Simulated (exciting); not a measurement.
# ZrO2 (Fm-3m) in exciting: single point with PBE

Aim: the single point of ZrO2 with PBE.

Everything below comes from runs of exciting (release sodium). Logs are shortened: lines on timing, memory, paths and dates and some standing lists are left out, and cuts for length are marked.

## (1) The structure

Symmetry: Fm-3m, No. 225, cubic system. The conventional cell has a = 5.090 Å, b = 5.090 Å, c = 5.090 Å, α = 90.00°, β = 90.00°, γ = 90.00°. Around Zr (site symmetry m-3m) lie 8 O at 2.20 Å. O (site symmetry -43m) is surrounded by 4 Zr at 2.20 Å.

Measurements of this composition are mostly on another form, of space group No. 14.

## (2) Single point, PBE

input.xml

```xml
<input>
  <title>ZrO2</title>
  <structure speciespath="./" tshift="false">
    <crystal scale="1">
      <basevect>0.000000000000 4.809490381222 4.809490381222</basevect>
      <basevect>4.809490381222 0.000000000000 4.809490381222</basevect>
      <basevect>4.809490381222 4.809490381222 0.000000000000</basevect>
    </crystal>
    <species speciesfile="Zr.xml" rmt="2.3">
      <atom coord="0.000000000000 0.000000000000 0.000000000000"/>
    </species>
    <species speciesfile="O.xml" rmt="1.45">
      <atom coord="0.750000000000 0.750000000000 0.750000000000"/>
      <atom coord="0.250000000000 0.250000000000 0.250000000000"/>
    </species>
  </structure>
  <groundstate do="fromscratch" ngridk="9 9 9" rgkmax="7.5" gmaxvr="14" lmaxapw="10" lmaxmat="10" lmaxvr="8" xctype="GGA_PBE" stype="Gaussian" swidth="0.00040424" nempty="16" ValenceRelativity="iora*" epsengy="1e-05" epspot="1e-05" maxscl="60" tforce="true" outputlevel="low"/>
</input>
```

Potentials or basis: all-electron LAPW+lo, shipped species files, valence relativity iora*.

Launch:

```
$ OMP_NUM_THREADS=1 exciting_smp
```

INFO.OUT:

```text
================================================================================
EXCITING SODIUM started
[... 10 lines left out ...]

 Lattice vectors (cartesian) :
      0.0000000000      4.8094903812      4.8094903812
      4.8094903812      0.0000000000      4.8094903812
      4.8094903812      4.8094903812      0.0000000000

 Reciprocal lattice vectors (cartesian) :
     -0.6532069730      0.6532069730      0.6532069730
      0.6532069730     -0.6532069730      0.6532069730
      0.6532069730      0.6532069730     -0.6532069730

 Unit cell volume                           :     222.4985459489
 Brillouin zone volume                      :       1.1148397055

 Species :    1 (Zr)
     parameters loaded from                 :    Zr.xml
     name                                   :    zirconium

     atomic positions (lattice) :
       1 :   0.00000000  0.00000000  0.00000000

 Species :    2 (O)
     parameters loaded from                 :    O.xml
     name                                   :    oxygen

     atomic positions (lattice) :
       1 :   0.75000000  0.75000000  0.75000000
       2 :   0.25000000  0.25000000  0.25000000

 Total number of atoms per unit cell        :       3

 Spin treatment                             :    spin-unpolarised

 Number of Bravais lattice symmetries       :      48
 Number of crystal symmetries               :      48

 k-point grid                               :       9    9    9
 Total number of k-points                   :      35
 k-point set is reduced with crystal symmetries

 R^MT_min * |G+k|_max (rgkmax)              :       7.50000000

 G-vector grid sizes                        :      32    32    32
 Total number of G-vectors                  :   10369

 Total nuclear charge                       :     -56.00000000
 Total electronic charge                    :      56.00000000

 Number of empty states                     :      16
 Total number of valence states             :      29

 Exchange-correlation type                  :      20
     Perdew-Burke-Ernzerhof, Phys. Rev. Lett. 77, 3865 (1996)
     Generalised gradient approximation (GGA)

 Smearing scheme                            :    Gaussian
 Smearing width                             :       0.00040424

++++++++++++++++++++++++++++++++++++++++++++++++++++++++++++++++++++++++++++++++
+ Ending initialization                                                        +
++++++++++++++++++++++++++++++++++++++++++++++++++++++++++++++++++++++++++++++++

********************************************************************************
* Groundstate module started                                                   *
********************************************************************************
 Output level for this task is set to low

++++++++++++++++++++++++++++++++++++++++++++++++++++++++++++++++++++++++++++++++
[... 5 lines left out ...]
+ SCF iteration number :    1                                                  +
++++++++++++++++++++++++++++++++++++++++++++++++++++++++++++++++++++++++++++++++
 Total energy                               :     -3747.23936855
 _______________________________________________________________
 Fermi energy                               :         0.30758292
 DOS at Fermi energy (states/Ha/cell)       :         0.00000000
 Electron charge: Core leakage              :         0.00002606

 Estimated fundamental gap                  :         0.26515303
        valence-band maximum at   25      0.5556  0.4444  0.0000
     conduction-band minimum at   24      0.4444  0.4444  0.0000

++++++++++++++++++++++++++++++++++++++++++++++++++++++++++++++++++++++++++++++++
+ SCF iteration number :    2                                                  +
++++++++++++++++++++++++++++++++++++++++++++++++++++++++++++++++++++++++++++++++
 Total energy                               :     -3750.22825573
 _______________________________________________________________
 Fermi energy                               :         0.35313072
 DOS at Fermi energy (states/Ha/cell)       :         0.00000000
 Electron charge: Core leakage              :         0.00002495

 Estimated fundamental gap                  :         0.16654110
        valence-band maximum at   25      0.5556  0.4444  0.0000
     conduction-band minimum at    1      0.0000  0.0000  0.0000

 RMS change in effective potential (target) :   4.62151      ( 0.100000E-04)
 Absolute change in total energy   (target) :   2.98889      ( 0.100000E-04)
 Charge distance                   (target) :  0.306287E-01  ( 0.100000E-04)
 Abs. change in max-nonIBS-force   (target) :   0.00000      ( 0.500000E-04)

++++++++++++++++++++++++++++++++++++++++++++++++++++++++++++++++++++++++++++++++
+ SCF iteration number :    3                                                  +
++++++++++++++++++++++++++++++++++++++++++++++++++++++++++++++++++++++++++++++++
 Total energy                               :     -3751.24365361
 _______________________________________________________________
 Fermi energy                               :         0.36638386
 DOS at Fermi energy (states/Ha/cell)       :         0.00000000
 Electron charge: Core leakage              :         0.00002475

 Estimated fundamental gap                  :         0.13186349
        valence-band maximum at   25      0.5556  0.4444  0.0000
     conduction-band minimum at    1      0.0000  0.0000  0.0000

 RMS change in effective potential (target) :   3.41415      ( 0.100000E-04)
 Absolute change in total energy   (target) :   1.01540      ( 0.100000E-04)
 Charge distance                   (target) :  0.102891E-01  ( 0.100000E-04)
 Abs. change in max-nonIBS-force   (target) :   0.00000      ( 0.500000E-04)

++++++++++++++++++++++++++++++++++++++++++++++++++++++++++++++++++++++++++++++++
+ SCF iteration number :    4                                                  +
++++++++++++++++++++++++++++++++++++++++++++++++++++++++++++++++++++++++++++++++
 Total energy                               :     -3742.21773041
 _______________________________________________________________
 Fermi energy                               :         0.32619093
 DOS at Fermi energy (states/Ha/cell)       :         0.00000000
 Electron charge: Core leakage              :         0.00002759

 Estimated fundamental gap                  :         0.29466774
        valence-band maximum at   25      0.5556  0.4444  0.0000
     conduction-band minimum at   24      0.4444  0.4444  0.0000

 RMS change in effective potential (target) :  0.360381      ( 0.100000E-04)
 Absolute change in total energy   (target) :   9.02592      ( 0.100000E-04)
 Charge distance                   (target) :  0.504192E-01  ( 0.100000E-04)
 Abs. change in max-nonIBS-force   (target) :   0.00000      ( 0.500000E-04)

++++++++++++++++++++++++++++++++++++++++++++++++++++++++++++++++++++++++++++++++
+ SCF iteration number :    5                                                  +
++++++++++++++++++++++++++++++++++++++++++++++++++++++++++++++++++++++++++++++++
 Total energy                               :     -3759.07629929
 _______________________________________________________________
 Fermi energy                               :         0.41075336
 DOS at Fermi energy (states/Ha/cell)       :         0.00000000
 Electron charge: Core leakage              :         0.00002355
[... 253 lines left out ...]
 Estimated fundamental gap                  :         0.12556717
        valence-band maximum at   25      0.5556  0.4444  0.0000
     conduction-band minimum at    1      0.0000  0.0000  0.0000

 RMS change in effective potential (target) :  0.314269E-07  ( 0.100000E-04)
 Absolute change in total energy   (target) :  0.108637E-04  ( 0.100000E-04)
 Charge distance                   (target) :  0.187806E-07  ( 0.100000E-04)
 Abs. change in max-nonIBS-force   (target) :   0.00000      ( 0.500000E-04)

++++++++++++++++++++++++++++++++++++++++++++++++++++++++++++++++++++++++++++++++
+ SCF iteration number :   20                                                  +
++++++++++++++++++++++++++++++++++++++++++++++++++++++++++++++++++++++++++++++++
 Total energy                               :     -3749.95573094
 _______________________________________________________________
 Fermi energy                               :         0.38522219
 DOS at Fermi energy (states/Ha/cell)       :         0.00000000
 Electron charge: Core leakage              :         0.00002502

 Estimated fundamental gap                  :         0.12556714
        valence-band maximum at   25      0.5556  0.4444  0.0000
     conduction-band minimum at    1      0.0000  0.0000  0.0000

 RMS change in effective potential (target) :  0.654514E-08  ( 0.100000E-04)
 Absolute change in total energy   (target) :  0.502741E-06  ( 0.100000E-04)
 Charge distance                   (target) :  0.676709E-08  ( 0.100000E-04)
 Abs. change in max-nonIBS-force   (target) :   0.00000      ( 0.500000E-04)

++++++++++++++++++++++++++++++++++++++++++++++++++++++++++++++++++++++++++++++++
+ SCF iteration number :   21                                                  +
++++++++++++++++++++++++++++++++++++++++++++++++++++++++++++++++++++++++++++++++
 Total energy                               :     -3749.95573159
 _______________________________________________________________
 Fermi energy                               :         0.38522219
 DOS at Fermi energy (states/Ha/cell)       :         0.00000000
 Electron charge: Core leakage              :         0.00002502

 Estimated fundamental gap                  :         0.12556715
        valence-band maximum at   25      0.5556  0.4444  0.0000
     conduction-band minimum at    1      0.0000  0.0000  0.0000

 RMS change in effective potential (target) :  0.961131E-08  ( 0.100000E-04)
 Absolute change in total energy   (target) :  0.650952E-06  ( 0.100000E-04)
 Charge distance                   (target) :  0.152701E-08  ( 0.100000E-04)
 Abs. change in max-nonIBS-force   (target) :   0.00000      ( 0.500000E-04)

++++++++++++++++++++++++++++++++++++++++++++++++++++++++++++++++++++++++++++++++
| Convergency criteria checked for the last 2 iterations                       +
| Convergence targets achieved. Performing final SCF iteration                 +
++++++++++++++++++++++++++++++++++++++++++++++++++++++++++++++++++++++++++++++++
 Total energy                               :     -3749.95573106
 _______________________________________________________________
 Fermi energy                               :         0.38522219
 DOS at Fermi energy (states/Ha/cell)       :         0.00000000
 Electron charge: Core leakage              :         0.00002502

 Estimated fundamental gap                  :         0.12556715
        valence-band maximum at   25      0.5556  0.4444  0.0000
     conduction-band minimum at    1      0.0000  0.0000  0.0000

++++++++++++++++++++++++++++++++++++++++++++++++++++++++++++++++++++++++++++++++
+ Self-consistent loop stopped                                                 +
++++++++++++++++++++++++++++++++++++++++++++++++++++++++++++++++++++++++++++++++
 STATE.OUT is written

--------------------------------------------------------------------------------
- Writing atomic positions and forces                                          -
--------------------------------------------------------------------------------

 Atomic positions (lattice) :
 atom     1  Zr  :     0.00000000    0.00000000    0.00000000
 atom     2   O  :     0.75000000    0.75000000    0.75000000
 atom     3   O  :     0.25000000    0.25000000    0.25000000

 Total atomic forces including IBS (cartesian) :
 atom     1  Zr  :    -0.00000000    0.00000000    0.00000000
 atom     2   O  :    -0.00000000    0.00000000   -0.00000000
 atom     3   O  :     0.00000000   -0.00000000    0.00000000

 Atomic force components including IBS (cartesian) :
 atom     1  Zr  :     0.00000000    0.00000000   -0.00000000   HF force
                 :     0.00000000   -0.00000000   -0.00000000   core correction
                 :    -0.00000000    0.00000000   -0.00000000   IBS correction
 atom     2   O  :    -0.00000000    0.00000000    0.00000000   HF force
                 :     0.00000000   -0.00000000   -0.00000000   core correction
                 :     0.00000000   -0.00000000    0.00000000   IBS correction
 atom     3   O  :     0.00000000   -0.00000000   -0.00000000   HF force
                 :    -0.00000000    0.00000000    0.00000000   core correction
                 :    -0.00000000    0.00000000   -0.00000000   IBS correction

********************************************************************************
[... 7 lines left out ...]
| EXCITING SODIUM stopped                                                      =
================================================================================
```

Wall time 6.7 min (1 thread of Arm Neoverse V1, shared host); peak memory 0.16 GiB.

What came out:

* Free energy: -102041.4938 eV
* Band gap on the k mesh: 3.42 eV, indirect (least direct gap 3.90 eV)

Levels at points of the mesh, in eV from the valence-band top:
| k point | band 8 | band 9 | band 10 | band 11 | band 12 | band 13 | band 14 | band 15 | band 16 | band 17 |
| --- | --- | --- | --- | --- | --- | --- | --- | --- | --- | --- |
| (0.00, 0.00, 0.00) | -5.17 | -5.17 | -0.48 | -0.48 | -0.48 | 3.42 | 3.42 | 6.65 | 9.43 | 9.43 |

Caveat: an odd mesh through Γ misses points on the zone boundary, where band edges often lie.
